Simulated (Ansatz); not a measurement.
Si7Ge under pressure: fit and missing row

Si7Ge, P-43m, a = 5.468 Å. The structure is a Materials Project entry; whether it is the stable form wasn't checked. Ansatz: r2SCAN, PAW, 500 eV, Γ-centred 8×8×8 mesh on 8 atoms, Gaussian smearing 0.02 eV; no spin polarisation. Cell and atoms are relaxed at each pressure, and no other structure is tried, so the rows at high pressure may lie past a change of phase.

| V (Å³/atom) | P (GPa) |
| --- | --- |
| ? | 20.00 |
| 18.710 | 10.02 |
| 19.480 | 5.01 |
| 20.032 | 1.98 |
| 20.436 | 0.03 |
| 20.892 | -1.95 |

Q: Take V0 = 20.436 Å³/atom, count pressures from its P0 = 0.03 GPa, fit the third-order Birch–Murnaghan form to the other rows, and predict the missing volume.

A: With the Eulerian strain f = ½[(V0/V)^(2/3) − 1] and y = (P − P0)/[3f(1 + 2f)^(5/2)], the form is the line y = B0 + 1.5 B0 (B0′ − 4) f. Rows (f, y): 0.03030, 94.9; 0.01623, 94.4; 0.00670, 93.8; -0.00730, 93.8. Means f = 0.01148, y = 94.225; Σ(Δf)² = 0.0007523, ΣΔfΔy = 0.02355; the slope is their ratio. y = 93.87 + 31.30 f GPa, so B0 = 93.9 GPa and B0′ = 4 + 2 × (31.30)/(3 × 93.87) = 4.22. P = 20.00 GPa is met at f = 0.05392 (y = 95.56), so V = V0 (1 + 2f)^(−3/2) = 17.526 Å³/atom. The run gave 17.518 Å³/atom, so the fit is 0.008 Å³/atom too high, a small miss on the scale of the series. The form still works here, 83 % of the fitted range beyond its end.